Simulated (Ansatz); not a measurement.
The system is GaN.

```
CELL_PARAMETERS angstrom
0.00000 2.25350 2.25350
2.25350 0.00000 2.25350
2.25350 2.25350 0.00000
ATOMIC_POSITIONS crystal
Ga 0.00000 0.00000 0.00000
N 0.25000 0.25000 0.25000
```

The cell is a database's computed one.

Base run:

- Program: Ansatz 0.2.0
- Functional: RPBE
- Potentials or basis: Ansatz PAW
- Cutoff: 420 eV (not typed: the program's choice for these potentials)
- k mesh: 10 × 10 × 10
- Occupations: fermi-dirac, width 0.05 eV
- Spin: no spin polarisation

Its results: band gap on the k mesh 1.75 eV, direct; pressure 9.2 GPa.

Problem. The run is repeated on the same cell with these changes: functional from RPBE to BLYP. What comes out?

Solution. Band gap on the k mesh 1.82 eV, direct; pressure 10.6 GPa.

Caveats: the PAW data sets come from PBE, with cores solved anew for the run's functional, which leaves a small shift of forces and pressure.
